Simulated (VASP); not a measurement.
Crystal: GaN.

```xyz
2
Lattice="0.0000 2.1352 2.1352 2.1352 0.0000 2.1352 2.1352 2.1352 0.0000" Properties=species:S:1:pos:R:3 pbc="T T T"
Ga    0.0000    0.0000    0.0000
N     2.1352    2.1352    2.1352
```

Measurements of this composition are mostly on another form, of space group No. 186.

Base run:

- Program: VASP 6.6.1
- Functional: TB-mBJ
- Potentials or basis: VASP PAW PBE potentials, release 64 (Ga_d, N)
- Cutoff: 520 eV
- k mesh: 10 × 10 × 10
- Occupations: gaussian, width 0.02 eV
- Spin: no spin polarisation

Its results: band gap on the k mesh 2.06 eV, indirect (least direct gap 3.56 eV).

After a change of settings the same cell gave: band gap on the k mesh 0.92 eV, indirect (least direct gap 2.92 eV). Which change was it?
A. functional from TB-mBJ to r2SCAN
B. functional from TB-mBJ to PBE
C. functional from TB-mBJ to PBE; potentials or basis from VASP PAW PBE potentials, release 64 (Ga_d, N) to VASP PAW PBE potentials, release 64 (Ga_d_GW, N_GW); cutoff from 520 eV to 450 eV
D. functional from TB-mBJ to PBE; k mesh from 10 × 10 × 10 to 3 × 3 × 3

A.
